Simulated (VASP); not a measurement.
Wanted: the native input for a VASP 6.6.1 run.

```
Task                   : single point
Functional             : LDA
Potentials or basis    : VASP PAW LDA potentials, release 64 (Be, Te)
Cutoff                 : 520 eV
k mesh                 : 8 × 8 × 8
Occupations            : gaussian, width 0.02 eV
Spin                   : no spin polarisation
Dipole correction      : no
Further INCAR settings : ALGO = Fast; EDIFF = 1e-07; NBANDS = 11
```

The structure of BeTe lies in POSCAR:

```
BeTe
1.0
    0.0000000000      2.7774298126      2.7774298126
    2.7774298126      0.0000000000      2.7774298126
    2.7774298126      2.7774298126      0.0000000000
Be Te
1 1
Direct
    0.0000000000      0.0000000000      0.0000000000
    0.2500000000      0.2500000000      0.2500000000
```

The cell comes from a database or a generator and needn't be the stable form of this composition.

These files were run (other wordings do the same):

INCAR

```
PREC = Accurate
ENCUT = 520
EDIFF = 1E-7
ISMEAR = 0
SIGMA = 0.02
LREAL = False
LASPH = True
NELM = 100
ALGO = Fast
ISIF = 2
LWAVE = False
LCHARG = False
NBANDS = 11
```

KPOINTS

```
Automatic mesh
0
Gamma
  8 8 8
```

Potentials or basis: VASP PAW LDA potentials, release 64 (Be, Te).

The run is started by

```sh
$ cat potpaw_LDA.64/Be/POTCAR potpaw_LDA.64/Te/POTCAR > POTCAR
$ mpirun -np 1 vasp_std > vasp.out
```

It gave:

| Item | Value |
| --- | --- |
| Pressure | 0.3 GPa |
| Band gap on the k mesh | 1.77 eV, indirect (least direct gap 3.55 eV) |

Caveat: spin-orbit coupling is left out, which moves the levels of the heavy elements.

Wall time 18 s on 1 thread of Intel(R) Xeon(R) Platinum 8488C (Sapphire Rapids), with other jobs on the host, peak memory 0.15 GiB.
